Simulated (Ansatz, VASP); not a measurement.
# One calculation of SnTe, two programs

The input INCAR:

```
SYSTEM = SnTe
ALGO     = Normal         ! electronic algorithm
EDIFF    = 1E-6           ! SCF threshold, eV
ENCUT    = 520            ! plane-wave cutoff, eV
GGA      = CA             ! functional
ISIF     = 2              ! what is computed and relaxed
ISMEAR   = -1             ! smearing method
LASPH    = .True.         ! aspherical terms in the spheres
LCHARG   = .False.        ! write CHGCAR
LREAL    = .False.        ! projectors in reciprocal space
LWAVE    = .False.        ! write WAVECAR
NBANDS   = 17             ! bands
NELM     = 80             ! most SCF steps
PREC     = Accurate       ! precision mode
SIGMA    = 0.1            ! smearing width, eV
```

The input KPOINTS:

```
k-points
0
Gamma
  6 6 6
  0 0 0
```

Contents of POSCAR:

```
SnTe
1.0
    0.0000000000      3.1508500000      3.1508500000
    3.1508500000      0.0000000000      3.1508500000
    3.1508500000      3.1508500000      0.0000000000
Sn Te
1 1
Direct
    0.0000000000      0.0000000000      0.0000000000
    0.5000000000      0.5000000000      0.5000000000
```

Input for Ansatz:

```yaml
crystal:
  lattice:
    - [0.0, 3.15085, 3.15085]
    - [3.15085, 0.0, 3.15085]
    - [3.15085, 3.15085, 0.0]
  atoms:
    - { symbol: Sn, position: [0.0, 0.0, 0.0] }
    - { symbol: Te, position: [0.5, 0.5, 0.5] }
kpoints:
  mp_grid:
    grid: [6, 6, 6]
hamiltonian:
  xc: lda
  pseudopotentials:
    kind: paw
scf:
  occupations:
    method: fermi_dirac
output:
  stress: true
```

Alike in both runs: task single point; functional LDA; k mesh 6 × 6 × 6; no spin polarisation.

|  | VASP | Ansatz |
| --- | --- | --- |
| version | VASP 6.6.1 | Ansatz 0.2.0 |
| potentials or method | VASP PAW LDA potentials, release 64 (Sn_d, Te) | plane waves, PAW |
| plane-wave cutoff (eV) | 520 | 420 |
| occupations | fermi-dirac, width 0.1 eV | fermi-dirac |
| valence electrons in the cell | 20 | 30 |

```csv
,VASP,Ansatz,Ansatz less VASP
pressure (GPa),-1.5,-1.5,-0.03
```

The two sets of potentials don't hold the same shells in valence.
